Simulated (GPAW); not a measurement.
# As (R-3m) in GPAW: equation of state with C09-vdW

Aim: the equation of state of As with C09-vdW.

Everything below comes from runs of GPAW 26.7.0. Logs are shortened: lines on timing, memory, paths and dates and some standing lists are left out, and cuts for length are marked. The log counts tension as positive stress, the text compression.

## 1. The structure

Symmetry: R-3m, No. 166, trigonal system. Conventional cell: a = 3.762 Å, b = 3.762 Å, c = 10.542 Å, α = 90.00°, β = 90.00°, γ = 120.00°. As (site symmetry 3m) is surrounded by 3 As at 2.51 Å.

## 2. Equation of state, C09-vdW

run.py reads:

```python
import spglib
from ase import Atoms
from ase.eos import EquationOfState
from ase.io import Trajectory, read
from ase.units import GPa
from gpaw import GPAW, PW

atoms = read('As.cif')
cell, positions, numbers = spglib.find_primitive(
    (atoms.cell[:], atoms.get_scaled_positions(), atoms.numbers), symprec=1e-4)
atoms = Atoms(numbers, cell=cell, scaled_positions=positions, pbc=True)

traj = Trajectory('eos.traj', 'w')
volumes, energies = [], []
for x in [0.94, 0.96, 0.98, 1.0, 1.02, 1.04, 1.06]:
    a = atoms.copy()
    a.set_cell(atoms.cell * x**(1 / 3), scale_atoms=True)
    calc = GPAW(mode=PW(600),
                xc={'name': 'C09-vdW', 'backend': 'libvdwxc'},
                kpts={'size': (6, 6, 6), 'gamma': True},
                occupations={'name': 'fermi-dirac', 'width': 0.05},
                nbands=13,
                convergence={'density': 1e-05, 'energy': 1e-05},
                maxiter=150,
                txt=f'eos-{x:.2f}.txt')
    a.calc = calc
    energies.append(a.get_potential_energy(force_consistent=True))
    volumes.append(a.get_volume())
    calc.write(f'eos-{x:.2f}.gpw')
    traj.write(a)
    print(f'{x:.2f} {volumes[-1]:10.4f} A^3 {energies[-1]:14.6f} eV', flush=True)

v0, e0, B = EquationOfState(volumes, energies, eos='birchmurnaghan').fit()
print(f'V0 = {v0:.4f} A^3, E0 = {e0:.6f} eV, B0 = {B / GPa:.2f} GPa')
```

As.cif reads:

```cif
data_As
_cell_length_a 3.76159380
_cell_length_b 3.76159380
_cell_length_c 10.54218598
_cell_angle_alpha 90.00000000
_cell_angle_beta 90.00000000
_cell_angle_gamma 120.00000000
_space_group_name_H-M_alt 'R-3m'
_space_group_name_Hall '-R 3 2"'
_space_group_IT_number 166
loop_
_space_group_symop_operation_xyz
'x,y,z'
'-x,-y,-z'
'-y,x-y,z'
'y,-x+y,-z'
'-x+y,-x,z'
'x-y,x,-z'
'y,x,-z'
'-y,-x,z'
'x-y,-y,-z'
'-x+y,y,z'
'-x,-x+y,-z'
'x,x-y,z'
'x+2/3,y+1/3,z+1/3'
'-x+2/3,-y+1/3,-z+1/3'
'-y+2/3,x-y+1/3,z+1/3'
'y+2/3,-x+y+1/3,-z+1/3'
'-x+y+2/3,-x+1/3,z+1/3'
'x-y+2/3,x+1/3,-z+1/3'
'y+2/3,x+1/3,-z+1/3'
'-y+2/3,-x+1/3,z+1/3'
'x-y+2/3,-y+1/3,-z+1/3'
'-x+y+2/3,y+1/3,z+1/3'
'-x+2/3,-x+y+1/3,-z+1/3'
'x+2/3,x-y+1/3,z+1/3'
'x+1/3,y+2/3,z+2/3'
'-x+1/3,-y+2/3,-z+2/3'
'-y+1/3,x-y+2/3,z+2/3'
'y+1/3,-x+y+2/3,-z+2/3'
'-x+y+1/3,-x+2/3,z+2/3'
'x-y+1/3,x+2/3,-z+2/3'
'y+1/3,x+2/3,-z+2/3'
'-y+1/3,-x+2/3,z+2/3'
'x-y+1/3,-y+2/3,-z+2/3'
'-x+y+1/3,y+2/3,z+2/3'
'-x+1/3,-x+y+2/3,-z+2/3'
'x+1/3,x-y+2/3,z+2/3'
loop_
_atom_site_label
_atom_site_type_symbol
_atom_site_symmetry_multiplicity
_atom_site_Wyckoff_symbol
_atom_site_fract_x
_atom_site_fract_y
_atom_site_fract_z
_atom_site_occupancy
As1 As 6 c 0.0000000000 0.0000000000 0.2260000000 1
```

Potentials or basis: GPAW PAW data sets (gpaw-data 1.2.1), pw.

Launch:

```
$ OMP_NUM_THREADS=1 python run.py
```

Log:

```text
__  _  _
 | _ |_)|_||  |
 |__||  | ||/\| - 26.7.0

Input parameters:
  mode=PW(ecut=600.0),
  convergence={'density': 1e-05, 'energy': 1e-05},
  kpts=MonkhorstPack(size=(6, 6, 6), gamma=True),
  maxiter=150,
  nbands=13,
  occupations=Occupations(name='fermi-dirac', width=0.05),
  xc=XC(name='C09-vdW', backend='libvdwxc')

Diagonalizing LCAO Hamiltonian
Converting LCAO to pw mode

       As

       As

Atoms  # Å, Bohr magnetons
|   | symbol |         x |         y |        z |    initial magnetic moments |
|---|--------|-----------|-----------|----------|-----------------------------|
| 0 |     As | -0.000000 |  0.000000 | 2.333897 | ( 0.0000,  0.0000,  0.0000) |
| 1 |     As | -0.000000 | -0.000000 | 7.993082 | ( 0.0000,  0.0000,  0.0000) |

Unit cell  # Å
| periodic |         x |         y |        z |  lengths |    angles |
|----------|-----------|-----------|----------|----------|-----------|
|      yes |  1.842403 |  1.063712 | 3.442326 | 4.046670 | 54.167000 |
|      yes | -1.842403 |  1.063712 | 3.442326 | 4.046670 | 54.167000 |
|      yes |  0.000000 | -2.127423 | 3.442326 | 4.046670 | 54.167000 |

Number of symmetries: 12
Symmetry operations  # r_c * U_cc + t_c -> r_c
|    | kind |            matrix            |
|----|------|------------------------------|
|  0 |  E   |  1, 0, 0,  0, 1, 0,  0, 0, 1 |
|  1 |  σ   |  1, 0, 0,  0, 0, 1,  0, 1, 0 |
|  2 |  σ   |  0, 1, 0,  1, 0, 0,  0, 0, 1 |
|  3 |  C3  |  0, 1, 0,  0, 0, 1,  1, 0, 0 |
|  4 |  C3  |  0, 0, 1,  1, 0, 0,  0, 1, 0 |
|  5 |  σ   |  0, 0, 1,  0, 1, 0,  1, 0, 0 |
|  6 |  C2  |  0, 0,-1,  0,-1, 0, -1, 0, 0 |
|  7 |  S6  |  0, 0,-1, -1, 0, 0,  0,-1, 0 |
|  8 |  S6  |  0,-1, 0,  0, 0,-1, -1, 0, 0 |
|  9 |  C2  |  0,-1, 0, -1, 0, 0,  0, 0,-1 |
| 10 |  C2  | -1, 0, 0,  0, 0,-1,  0,-1, 0 |
| 11 |  i   | -1, 0, 0,  0,-1, 0,  0, 0,-1 |

BZ-sampling:
  Number of BZ points: 216
  Number of IBZ points: 32

  Monkhorst-Pack size: [6, 6, 6]
  Monkhorst-Pack shift: [0.08333333333333333, 0.08333333333333333, 0.08333333333333333]

K-points  # in reciprocal-cell coordinates
|     |                                coordinates |     weight |
|-----|--------------------------------------------|------------|
|   0 | (  0.00000000,   0.00000000,   0.00000000) | 0.00462963 |
|   1 | (  0.16666667,   0.00000000,  -0.16666667) | 0.02777778 |
|   2 | (  0.16666667,   0.00000000,   0.00000000) | 0.02777778 |
|   3 | (  0.16666667,   0.16666667,  -0.16666667) | 0.02777778 |
|   4 | (  0.16666667,   0.16666667,   0.00000000) | 0.02777778 |
|   5 | (  0.16666667,   0.16666667,   0.16666667) | 0.00925926 |
|   6 | (  0.33333333,  -0.16666667,  -0.16666667) | 0.02777778 |
|   7 | (  0.33333333,   0.00000000,  -0.33333333) | 0.02777778 |
|   8 | (  0.33333333,   0.00000000,  -0.16666667) | 0.05555556 |
|   9 | (  0.33333333,   0.00000000,   0.00000000) | 0.02777778 |
| ... |                                            |            |
|  31 | (  0.50000000,   0.50000000,   0.50000000) | 0.00462963 |

Plane wave coefficients: 1382
Cutoff: 600.0 eV

Spin-components: 1 (collinear spins)
Bands:           13
Projectors:      10
Spin-degeneracy: 2
Datatype:        complex128

Parallelization:
  kpt:    1
  domain: 1
  band:   1

Density:
  Valence electrons: 10.0
  Components: 1
  Grid points: [24 24 24]
  Charge: 0.0  # |e|

Potential:
  Grid points: [24 24 24]

species:
  As:
    name:    Arsenic
    Z:       33.0
    valence: 5
    core:    28
    charge:  0.0  # [|e|]
    compensation charges:
      type: gauss
      rc: 0.33  # [Å]
      lmax: 2
    cutoffs:
      filter: 1.87  # [Å]
      core: 2.96  # [Å]
    projectors
    | kind |    occ | energy [eV] | rcut [Å] |
    |------|--------|-------------|----------|
    |   4s |  2.000 |     -14.487 |    1.058 |
    |   4p |  3.000 |      -5.196 |    1.058 |
    |    s |        |      12.725 |    1.058 |
    |    p |        |      22.016 |    1.058 |
    |    d |        |       0.000 |    1.058 |

    Using partial waves for As as LCAO basis

Reference energy: -123005.947200  # eV

eigensolver:
  PPCG
  Converge bands: occupied
  niter=2

density mixing:
  MSR1-Mixer
  Pratt-step length: 0.05
  Maximum mixing coefficient: 0.75
  Old densities: 10
  SVD Regularization: 0.005
  Good broyden scale: 1.0
  Trust region scale: 1.0
  Backstep threshold: 4.0
  History deletion threshold: 6.0
  Fourier metric: weight=20.0, sigma=0.015

occupation numbers:
  Fermi-Dirac:
    width: 0.0500  # eV

poisson solver:
  ecut: 4800.0  # eV

xc functional:
  name: vdW-C09 with libvdwxc
  Mode: serial
  Semilocal: GGA_X_C09X+LDA_C_PW with 2 nearest neighbor stencil
  Corresponding non-local functional: vdW-DF
  Local blocksize: 48 x 48 x 48
  PAW datasets: PBE

convergence criteria:
- Maximum integral of absolute [dens]ity change: 1e-05 electrons / valence electron
- Maximum [total energy] change in last 3 cyles: 1e-05 eV / valence electron
- Maximum integral of absolute [eigenst]ate change: 4e-08 eV^2 / valence electron
maximum number of iterations: 150

SCF iterations
|iter     | |      energy | eigst |  dens |
|---------|-|-------------|-------|-------|
|iter:   1| |   48.107934 | -0.66 |       |
|iter:   2| |   48.108038 | -2.92 | -1.17 |
|iter:   3| |   48.121943 | -3.21 | -1.19 |
|iter:   4| |   48.122676 | -4.11 | -1.77 |
|iter:   5| |   48.122646 | -6.32 | -2.79 |
|iter:   6| |   48.122642c| -7.22 | -3.40 |
|iter:   7| |   48.122642c| -8.47c| -4.10 |
|iter:   8| |   48.122642c| -8.91c| -5.19c|

Converged in 8 steps
Energy contributions relative to reference atoms: (reference = -123005.947200)

Energy contributions:
  Kinetic:          26.452575
  Coulomb:         -24.365543
  Zero:             -0.088019
  External:          0.000000
  Xc:               46.124893
  Entropy:          -0.002528
  Spinorbit:         0.000000
  ----------------------------
  Free energy:      48.121378
  Extrapolated:     48.122642

dipole moment: (0.000000, 0.000000, -0.000024)  # |e|*Ang

Fermi level: 7.876
Eigenvalues  # (at kpt = [0.000, 0.000, 0.000])
| band index |      eig [eV] | occ [0-2] |
|------------|---------------|-----------|
|          0 |        -7.916 |     2.000 |
|          1 |         2.267 |     2.000 |
|          2 |         5.016 |     2.000 |
|          3 |         5.549 |     2.000 |
|          4 |         5.549 |     2.000 |
|          5 |         9.317 |     0.000 |
|          6 |        10.707 |     0.000 |
|          7 |        10.707 |     0.000 |
|          8 |        14.592 |     0.000 |
|          9 |        14.592 |     0.000 |
|         10 |        15.205 |     0.000 |
|         11 |        16.599 |     0.000 |
|         12 |        16.613 |     0.000 |

No gap
No difference between direct/indirect transitions
# Writing to eos-0.94.gpw (mode='')
```

Wall time 84 s (1 thread of Intel Xeon at 2.70GHz, shared host); peak memory 0.32 GiB.

What came out:

- Equilibrium volume: 21.90 Å³/atom
- Bulk modulus at fixed shape and positions: 77 GPa
- Pressure derivative of the bulk modulus: 4.6

Energy against volume, from the lowest point:
```tsv
volume (Å³/atom)	energy (meV/atom)
20.239	34.92
20.669	18.43
21.100	7.45
21.530	1.49
21.961	0.00
22.392	2.41
22.822	8.50
```

Caveat: the cell was scaled at fixed shape and fractional positions, which overstates the stiffness of a crystal with free parameters, most of all of layers and chains; the PAW data sets were made with another functional, which shifts forces and pressure a little.
